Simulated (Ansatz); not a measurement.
# Ru(0001) with 2 layers of random Ru-Ag, 2x2: scattering by chemical disorder, part 2 of 2

How strongly does chemical disorder scatter in Ru(0001) with 2 layers of random Ru-Ag, 2x2?

Ansatz 0.2.0; Ansatz plane-wave DFT, PBE, PAW files; ballistic transport by layer matching (Landauer), zero bias; PAW set soft_1.

So far. Step 3 (With 6 alloy layers): Over the solved energies the transmission per spin lies between 1.73 and 1.78, out of 5.48 channels of the lead on average (up to 6).

## Step 4: With 10 alloy layers

In 10 layers a share of 0.25 of the sites is given to Ag at random. A fresh draw is used; the growth of the resistance with length is what counts.

System of this step: Ru(0001) with 10 layers of random Ru-Ag, 2x2. The cell holds 80 atoms: 70 Ru and 10 Ag. Its edges and angles: a = 5.412 Å, b = 5.412 Å, c = 42.819 Å, α = 90.0°, β = 90.0°, γ = 120.0°. It derives from Ru. Regions: lead, 40 atoms (40 Ru); scattering region, 40 atoms (30 Ru and 10 Ag). The structure is stacked along c, and the current runs across the ab planes.

Input file input.yaml:

```yaml
crystal:
  lattice:
    - [5.4116, 0.0, 0.0]
    - [-2.7058, 4.6865830751, 0.0]
    - [0.0, 0.0, 42.819]
  atoms:
    - { symbol: Ru, position: [0.1666666667, 0.3333333333, 0.025] }
    - { symbol: Ru, position: [0.1666666667, 0.8333333333, 0.025] }
    - { symbol: Ru, position: [0.6666666667, 0.3333333333, 0.025] }
    - { symbol: Ru, position: [0.6666666667, 0.8333333333, 0.025] }
    - { symbol: Ru, position: [0.3333333333, 0.1666666667, 0.075] }
    - { symbol: Ru, position: [0.3333333333, 0.6666666667, 0.075] }
    - { symbol: Ru, position: [0.8333333333, 0.1666666667, 0.075] }
    - { symbol: Ru, position: [0.8333333333, 0.6666666667, 0.075] }
    - { symbol: Ru, position: [0.1666666667, 0.3333333333, 0.125] }
    - { symbol: Ru, position: [0.1666666667, 0.8333333333, 0.125] }
    - { symbol: Ru, position: [0.6666666667, 0.3333333333, 0.125] }
    - { symbol: Ru, position: [0.6666666667, 0.8333333333, 0.125] }
    - { symbol: Ru, position: [0.3333333333, 0.1666666667, 0.175] }
    - { symbol: Ru, position: [0.3333333333, 0.6666666667, 0.175] }
    - { symbol: Ru, position: [0.8333333333, 0.1666666667, 0.175] }
    - { symbol: Ru, position: [0.8333333333, 0.6666666667, 0.175] }
    - { symbol: Ru, position: [0.1666666667, 0.3333333333, 0.225] }
    - { symbol: Ru, position: [0.1666666667, 0.8333333333, 0.225] }
    - { symbol: Ru, position: [0.6666666667, 0.3333333333, 0.225] }
    - { symbol: Ru, position: [0.6666666667, 0.8333333333, 0.225] }
    - { symbol: Ru, position: [0.3333333333, 0.1666666667, 0.275] }
    - { symbol: Ru, position: [0.3333333333, 0.6666666667, 0.275] }
    - { symbol: Ru, position: [0.8333333333, 0.1666666667, 0.275] }
    - { symbol: Ru, position: [0.8333333333, 0.6666666667, 0.275] }
    - { symbol: Ru, position: [0.1666666667, 0.3333333333, 0.325] }
    - { symbol: Ru, position: [0.1666666667, 0.8333333333, 0.325] }
    - { symbol: Ag, position: [0.6666666667, 0.3333333333, 0.325] }
    - { symbol: Ru, position: [0.6666666667, 0.8333333333, 0.325] }
    - { symbol: Ag, position: [0.3333333333, 0.1666666667, 0.375] }
    - { symbol: Ru, position: [0.3333333333, 0.6666666667, 0.375] }
    - { symbol: Ru, position: [0.8333333333, 0.1666666667, 0.375] }
    - { symbol: Ru, position: [0.8333333333, 0.6666666667, 0.375] }
    - { symbol: Ru, position: [0.1666666667, 0.3333333333, 0.425] }
    - { symbol: Ag, position: [0.1666666667, 0.8333333333, 0.425] }
    - { symbol: Ru, position: [0.6666666667, 0.3333333333, 0.425] }
    - { symbol: Ru, position: [0.6666666667, 0.8333333333, 0.425] }
    - { symbol: Ru, position: [0.3333333333, 0.1666666667, 0.475] }
    - { symbol: Ru, position: [0.3333333333, 0.6666666667, 0.475] }
    - { symbol: Ag, position: [0.8333333333, 0.1666666667, 0.475] }
    - { symbol: Ag, position: [0.8333333333, 0.6666666667, 0.475] }
    - { symbol: Ru, position: [0.1666666667, 0.3333333333, 0.525] }
    - { symbol: Ru, position: [0.1666666667, 0.8333333333, 0.525] }
    - { symbol: Ag, position: [0.6666666667, 0.3333333333, 0.525] }
    - { symbol: Ru, position: [0.6666666667, 0.8333333333, 0.525] }
    - { symbol: Ru, position: [0.3333333333, 0.1666666667, 0.575] }
    - { symbol: Ru, position: [0.3333333333, 0.6666666667, 0.575] }
    - { symbol: Ru, position: [0.8333333333, 0.1666666667, 0.575] }
    - { symbol: Ru, position: [0.8333333333, 0.6666666667, 0.575] }
    - { symbol: Ru, position: [0.1666666667, 0.3333333333, 0.625] }
    - { symbol: Ru, position: [0.1666666667, 0.8333333333, 0.625] }
    - { symbol: Ag, position: [0.6666666667, 0.3333333333, 0.625] }
    - { symbol: Ru, position: [0.6666666667, 0.8333333333, 0.625] }
    - { symbol: Ag, position: [0.3333333333, 0.1666666667, 0.675] }
    - { symbol: Ru, position: [0.3333333333, 0.6666666667, 0.675] }
    - { symbol: Ag, position: [0.8333333333, 0.1666666667, 0.675] }
    - { symbol: Ru, position: [0.8333333333, 0.6666666667, 0.675] }
    - { symbol: Ru, position: [0.1666666667, 0.3333333333, 0.725] }
    - { symbol: Ru, position: [0.1666666667, 0.8333333333, 0.725] }
    - { symbol: Ru, position: [0.6666666667, 0.3333333333, 0.725] }
    - { symbol: Ag, position: [0.6666666667, 0.8333333333, 0.725] }
    - { symbol: Ru, position: [0.3333333333, 0.1666666667, 0.775] }
    - { symbol: Ru, position: [0.3333333333, 0.6666666667, 0.775] }
    - { symbol: Ru, position: [0.8333333333, 0.1666666667, 0.775] }
    - { symbol: Ru, position: [0.8333333333, 0.6666666667, 0.775] }
    - { symbol: Ru, position: [0.1666666667, 0.3333333333, 0.825] }
    - { symbol: Ru, position: [0.1666666667, 0.8333333333, 0.825] }
    - { symbol: Ru, position: [0.6666666667, 0.3333333333, 0.825] }
    - { symbol: Ru, position: [0.6666666667, 0.8333333333, 0.825] }
    - { symbol: Ru, position: [0.3333333333, 0.1666666667, 0.875] }
    - { symbol: Ru, position: [0.3333333333, 0.6666666667, 0.875] }
    - { symbol: Ru, position: [0.8333333333, 0.1666666667, 0.875] }
    - { symbol: Ru, position: [0.8333333333, 0.6666666667, 0.875] }
    - { symbol: Ru, position: [0.1666666667, 0.3333333333, 0.925] }
    - { symbol: Ru, position: [0.1666666667, 0.8333333333, 0.925] }
    - { symbol: Ru, position: [0.6666666667, 0.3333333333, 0.925] }
    - { symbol: Ru, position: [0.6666666667, 0.8333333333, 0.925] }
    - { symbol: Ru, position: [0.3333333333, 0.1666666667, 0.975] }
    - { symbol: Ru, position: [0.3333333333, 0.6666666667, 0.975] }
    - { symbol: Ru, position: [0.8333333333, 0.1666666667, 0.975] }
    - { symbol: Ru, position: [0.8333333333, 0.6666666667, 0.975] }
kpoints:
  mp_grid: { grid: [5, 5, 1] }
hamiltonian:
  xc: pbe
  pseudopotentials: { kind: paw, azcp: { folder: soft_1 } }
scf:
  occupations: { method: fermi_dirac, width: 0.1 }
output:
  transmission:
    leads: [[0, 8]]
    kmesh: [10, 10]
    e_range: [-0.05, 0.05]
    de: 0.05
  write_potential: true
  write_density: true
  volumetric_format: npy
```

On the command line:

```
ansatz run input.yaml --threads 4 --pin off --max-ram 15360MiB --backend cpu --events-out ev --progress --plain --runs-dir out
```

Numbers of over 12 decimals in the logs are rounded to 6 here.

The log of the run:

```text
[...]
Crystal: 80 atoms, lattice volume = 1085.972 Å³
Basis set: ecut = 420 eV, 21185 PW (Γ)
Bands: 786, of which v1, the nominal top of the filled ones, is band 655 counted from 1 (654 counted from 0)
Symmetry: 1 space group operations
[...]
k-points: 13 of 25 (time reversal used)
[...]
SCF iter   1: F=—  HF=-487446.680715 eV  |F-HF|=—  |Δ(HF+E_count)|=         —  Δρ=1.21e-1  dr2=6.66e2  ethr=3.10e-3  ⟨swp⟩=5.0  Hψ=31237  notcnv=0  defer=50
[...]
SCF iter  11: F=-487398.142396 eV  HF=-487398.142396 eV  |F-HF|=5.76e-8  |Δ(HF+E_count)|=   1.69e-8  Δρ=7.94e-7  dr2=5.86e-8  ethr=7.63e-12  ⟨swp⟩=7.5  Hψ=24551  notcnv=0
SCF 1 converged in 11 iterations: F = -487398.142396 eV  dr2 = 5.86e-8
[...]
transmission: 417 of 4160 steps passed
transmission: 832 of 4160 steps passed
[...]
transmission: 4160 of 4160 steps passed
SCF converged after 11 iterations
Free energy (F): -487398.142396 eV
[...]
Internal energy: -487395.411534 eV  (E = F + TS)
E sigma→0 (E₀):  -487396.776965 eV
Entropy (-TS):   -2.730862 eV (-34.136 meV/atom)
Fermi energy:    23.312679 eV
[...]
--- Band table (eV; the first three rows and the last of 13) ---
  k-point 0: bands = [... 651 lower, 23.8934, 23.9160, 23.9247, 23.9619, 23.9790, 23.9905, 23.9959, 24.0368, ... 127 higher]
  k-point 1: bands = [... 651 lower, 23.5660, 23.5895, 23.6023, 23.6466, 23.6766, 23.6822, 23.7119, 23.7389, ... 127 higher]
  k-point 2: bands = [... 651 lower, 23.0652, 23.0768, 23.0870, 23.0963, 23.1439, 23.1891, 23.2078, 23.2513, ... 127 higher]
  k-point 12: bands = [... 651 lower, 23.1932, 23.2355, 23.2523, 23.2707, 23.3006, 23.3250, 23.3329, 23.3470, ... 127 higher]
--- Transmission ---
  basis      : 223 plane waves across, 80 finite elements along
  points     : 52, standing for a mesh of 10 x 10
[...]
channels       : 5.280000e0 a spin
[...]
junction   : crystal 0 to crystal 0, 1.44 to 39.98 Å
    transmission   : 1.381506e0 a spin
[...]
```

Wall time 13 min (4 threads of Intel Xeon Platinum 8488C (Sapphire Rapids), shared host); peak memory 8.7 GiB; 50 min of CPU time.

This step gave:

- free energy: -487398.1424 eV
- energy at zero smearing: -487396.7770 eV
- Fermi energy: 23.31 eV
- transmission per spin nearest the Fermi level: 1.382
- step of the lead's potential: 7.1 meV

Per spin. Table of transmission, zone mean by energy, zero at the Fermi level:

```csv
energy (eV),"transmission, zone mean"
-0.0500,1.35
0.0000,1.38
0.0500,1.40
```

Over the solved energies the transmission per spin lies between 1.35 and 1.40, out of 5.5 channels of the lead on average (up to 6.06).

## Step 5: The fit

This step: Ansatz plane-wave DFT, PBE, PAW files; ballistic transport by layer matching (Landauer), zero bias; residual resistivity from the slope of the area resistance, atoms on the host's lattice; PAW set soft_1 (Ansatz 0.2.0).

This step gave:

```yaml
resistivity: 76.18 µΩ cm
intercept: 0.1951 fΩ m²
scatter_about_the_fit: 0.06335 fΩ m²
```

Resistance, by row:

```csv
run,length (Å),T,channels N,RA (fΩ m²)
n2,4.282,3.032,5.427,0.4765
n6,12.85,1.759,5.48,1.263
n10,21.41,1.377,5.5,1.781
```

Table of area resistance by length of the alloy:

```csv
length of the alloy (Å),area resistance (fΩ m²)
4.28,0.477
12.85,1.26
21.41,1.78
```

The area resistance goes from 0.48 to 1.8 fΩ m² between 4.3 and 21.4 Å, a slope of 76 µΩ cm.

By hand from the end points: (1.781 − 0.4765) fΩ m² / (21.41 − 4.28) Å = 76 µΩ cm, since 1 fΩ m² per Å is 1000 µΩ cm.

## Step 6: What came out

* resistivity from the slope: 76.2 µΩ cm
* area resistance over 4.28 Å: 0.477 fΩ m²
* area resistance over 12.8 Å: 1.26 fΩ m²
* area resistance over 21.4 Å: 1.78 fΩ m²

**Reading.** The slope gives 76 µΩ cm. The points scatter by 0.063 fΩ m² about the line, with one random draw a length in a 2x2 cell, so the slope is a rough value. The lead's own channel count moves between the runs (5.43, 5.48 and 5.5), which shifts RA and the slope too. Read with a model of isotropic scattering on a spherical Fermi surface and the lead's 1.7×10¹⁵ S/m², this slope means a mean free path near 6.0 Å; over these lengths the model's slope is within 3 % of its bulk resistivity, though a free path of a few ångströms strains the picture. The draw over the shortest length came out nearly ordered, with 8 symmetry operations, so that point is a poor sample of a random alloy. The atoms sit on the host's lattice, so scattering by size misfit is left out.

[Logs are printed without paths, hosts, clocks, repeated set-up lines and the standing remarks that a program may print on its own settings, such as how far it seeks lower states.]

[Hosts, paths, dates, database ids (printed as entryN), source tags and the programs' standing remarks are cut or masked in the printed files.]
